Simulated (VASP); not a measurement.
A run of VASP 6.6.1 is set up as follows.

The input INCAR:

```
  PREC = Accurate
  ENCUT = 600
  EDIFF = 1E-6
  ISMEAR = -1
  SIGMA = 0.05
  LREAL = F
  LASPH = T
  NELM = 80
  ALGO = Normal
  ISIF = 3
  LWAVE = F
  LCHARG = F
  GGA = PS
  IBRION = 2
  NSW = 60
  EDIFFG = -0.005
```

The input KPOINTS:

```
regular mesh
0
Gamma
  10 10 10
```

POSCAR

```
Pt
1.0
   -1.5842200000      1.5842200000      1.5842200000
    1.5842200000     -1.5842200000      1.5842200000
    1.5842200000      1.5842200000     -1.5842200000
Pt
1
Direct
    0.0000000000      0.0000000000      0.0000000000
```

Potentials or basis: VASP PAW PBE potentials, release 64 (Pt).

The run is started by

```console
$ cat potpaw_PBE.64/Pt/POTCAR > POTCAR
$ mpirun -np 1 vasp_std > vasp.out
```

Problem. What does it give for the space group after relaxing (to 0.05 Å)?

Solution. Im-3m (No. 229).

Problem. Estimate the relaxed volume.

Solution. 15.18 Å³/atom.

Problem. What does it give for the band gap on the k mesh?

Solution. None (metal or under the smearing width).

Problem. What does it give for the relaxed cell?

Solution. a = 2.702 Å, b = 2.702 Å, c = 2.702 Å, α = 109.47°, β = 109.47°, γ = 109.47°.

Final structure:
```
Pt
1.0
    -1.55991    1.55991    1.55991
     1.55991   -1.55991    1.55991
     1.55991    1.55991   -1.55991
Pt
1
Direct
  0.00000 0.00000 0.00000
```

Caveat: the PAW data sets were made with another functional, which shifts forces and pressure a little. The run has no spin-orbit coupling, so splittings on Pt are missing.
